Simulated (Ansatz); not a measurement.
# Relaxing GaN in the NiAs type

First guess:

```yaml
crystal:
  lattice:
    - [3.36524, 0.00000, 0.00000]
    - [-1.68262, 2.91438, 0.00000]
    - [0.00000, 0.00000, 5.04786]
  atoms:
    - { symbol: Ga, position: [0.00000, 0.00000, 0.00000] }
    - { symbol: Ga, position: [0.00000, 0.00000, 0.50000] }
    - { symbol: N, position: [0.33333, 0.66667, 0.25000] }
    - { symbol: N, position: [0.66667, 0.33333, 0.75000] }
```

Computed with DFT, r2SCAN, PAW with Ansatz's default frozen-core files, scalar-relativistic (Ansatz 0.2.0).

Cell and atoms relax within the symmetry of the start on a 12×12×7 k mesh with 0.08 eV Fermi–Dirac smearing.

The start is built from a prototype, known or not as a phase of this compound; the cutoff is 500 eV.

(1) What is the pressure of the first guess?

(2) What does it relax to?

(3) How much energy does the relaxation release?

Answers

(1) -29.3 GPa.

(2) a = 2.967 Å, b = 2.967 Å, c = 5.033 Å, α = 90.00°, β = 90.00°, γ = 120.00° (conventional cell), 9.59 Å³ per atom:
```cif
data_structure
_symmetry_space_group_name_H-M 'P6_3/mmc'
_symmetry_Int_Tables_number 194
_cell_length_a 2.9675
_cell_length_b 2.9675
_cell_length_c 5.0327
_cell_angle_alpha 90.000
_cell_angle_beta 90.000
_cell_angle_gamma 120.000
_cell_volume 38.38
loop_
_atom_site_label
_atom_site_type_symbol
_atom_site_symmetry_multiplicity
_atom_site_Wyckoff_symbol
_atom_site_fract_x
_atom_site_fract_y
_atom_site_fract_z
_atom_site_occupancy
Ga1 Ga 2 a 0.00000 0.00000 0.00000 1
N1 N 2 c 0.33333 0.66667 0.25000 1
```

(3) 453 meV/atom.
